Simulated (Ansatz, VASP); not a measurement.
**TePb: VASP beside Ansatz**

The input INCAR:

```
SYSTEM = TePb
PREC = Accurate
ENCUT = 520
EDIFF = 1E-6
ISMEAR = 0
SIGMA = 0.05
LREAL = .False.
LASPH = .True.
NELM = 100
ALGO = Normal
ISIF = 2
LWAVE = .False.
LCHARG = .False.
GGA = RP
NBANDS = 17
```

Contents of KPOINTS:

```
Automatic mesh
0
Gamma
  7 7 7
  0 0 0
```

POSCAR

```
TePb
1.0
    4.0022870000      0.0000000000      0.0000000000
    0.0000000000      4.0022870000      0.0000000000
    0.0000000000      0.0000000000      4.0022870000
Pb Te
1 1
Direct
    0.0000000000      0.0000000000      0.0000000000
    0.5000000000      0.5000000000      0.5000000000
```

Contents of input.yaml:

```yaml
crystal:
  lattice:
    - [4.002287, 0.0, 0.0]
    - [0.0, 4.002287, 0.0]
    - [0.0, 0.0, 4.002287]
  atoms:
    - { symbol: Pb, position: [0.0, 0.0, 0.0] }
    - { symbol: Te, position: [0.5, 0.5, 0.5] }
kpoints:
  mp_grid: { grid: [7, 7, 7] }
scf:
  occupations: { method: gaussian, width: 0.05 }
hamiltonian:
  xc: rpbe
  pseudopotentials: { kind: all_electron, lapw: { basis_error: 0.001 } }
output:
  forces: true
  stress: true
  eigenvalues: true
```

Measurements of this composition are mostly on another form, of space group No. 225.

Alike in both runs: task single point; functional RPBE; k mesh 7 × 7 × 7; occupations gaussian, width 0.05 eV; no spin polarisation.

|  | VASP | Ansatz |
| --- | --- | --- |
| version | VASP 6.6.1 | Ansatz 0.2.0 |
| potentials or method | VASP PAW PBE potentials, release 64 (Pb_d, Te) | all-electron LAPW, scalar-relativistic |
| plane-wave cutoff (eV) | 520 | see its input |

```csv
,VASP,Ansatz,Ansatz less VASP
gap on the k mesh at the Fermi level (eV),none,none,-
pressure (GPa),1.6,1.6,+0.06
```

A gap of «none» marks a metal or a gap that the smearing closes. Ansatz ran all-electron here, so the differences hold the error of VASP's frozen core and of both bases.

Caveats: the PAW data sets were made with another functional, which shifts forces and pressure a little (VASP). The runs have no spin-orbit coupling, so splittings on Pb, Te are missing.
